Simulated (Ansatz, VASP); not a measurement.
# One calculation of MgSe3, two programs

```xyz
4
Lattice="4.7110 0.0000 0.0000 0.0000 4.7110 0.0000 0.0000 0.0000 4.7110" Properties=species:S:1:pos:R:3 pbc="T T T"
Mg    0.0000    0.0000    0.0000
Se    0.0000    2.3555    2.3555
Se    2.3555    0.0000    2.3555
Se    2.3555    2.3555    0.0000
```

Change from the starting cell: species swapped into the KPb3 type (Pm-3m, No. 221).

Alike in both runs: task relaxation of cell and atoms; functional PBE; k mesh 4 × 4 × 4; occupations gaussian, width 0.1 eV; no spin polarisation.

```csv
,VASP,Ansatz
version,VASP 6.6.1,Ansatz 0.2.0
potentials or method,"VASP PAW PBE potentials, release 64 (Mg, Se)","scalar-relativistic, plane waves, PAW"
plane-wave cutoff (eV),600,420
valence electrons in the cell,20,58
```

Ansatz gave:

- gap on the k mesh at the Fermi level, each at its own relaxed structure (eV): none
- relaxed volume (Å³/atom): 21.27
- relaxed cell length with the largest relative difference (Å): 4.398
- energy change over the relaxation (meV/atom): -139

What did VASP give for the same quantities?

gap on the k mesh at the Fermi level, each at its own relaxed structure (eV): none; relaxed volume (Å³/atom): 21.23; relaxed cell length with the largest relative difference (Å): 4.395; energy change over the relaxation (meV/atom): -141.

A gap of «none» marks a metal or a gap that the smearing closes. The two sets of potentials don't hold the same shells in valence.

Caveats: the volume moved by over 15 % at a fixed basis, so the end points are rough.
